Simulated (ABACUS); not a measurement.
## RbCl: equation of state with LDA

The system is RbCl.

```
Rb Cl
1.0
     0.00000    3.27400    3.27400
     3.27400    0.00000    3.27400
     3.27400    3.27400    0.00000
Rb Cl
1 1
Direct
  0.00000 0.00000 0.00000
  0.50000 0.50000 0.50000
```

```json
{
  "Program": "ABACUS 3.10.1",
  "Task": "equation of state",
  "Functional": "LDA",
  "Potentials or basis": "PseudoDojo NC SR 0.4.1 LDA standard",
  "Cutoff": "776 eV",
  "Density cutoff": "3102 eV",
  "Basis": "plane waves",
  "k mesh": "6 × 6 × 6",
  "Occupations": "fermi-dirac, width 0.05 eV",
  "Spin": "no spin polarisation"
}
```

```
Equilibrium volume : 32.39 Å³/atom (rough: see the caveat)
Bulk modulus       : 21 GPa (rough)
```

Energy against volume, from the lowest point:
| volume (Å³/atom) | energy (meV/atom) |
| --- | --- |
| 32.989 | 0.00 |
| 34.392 | 6.55 |
| 35.796 | 18.77 |
| 37.200 | 35.45 |

All runs of the series together: 12 s on 4 threads of Intel(R) Xeon(R) 6975P-C (Granite Rapids), on a shared host.

Caveat: the minimum lies outside the volumes run.
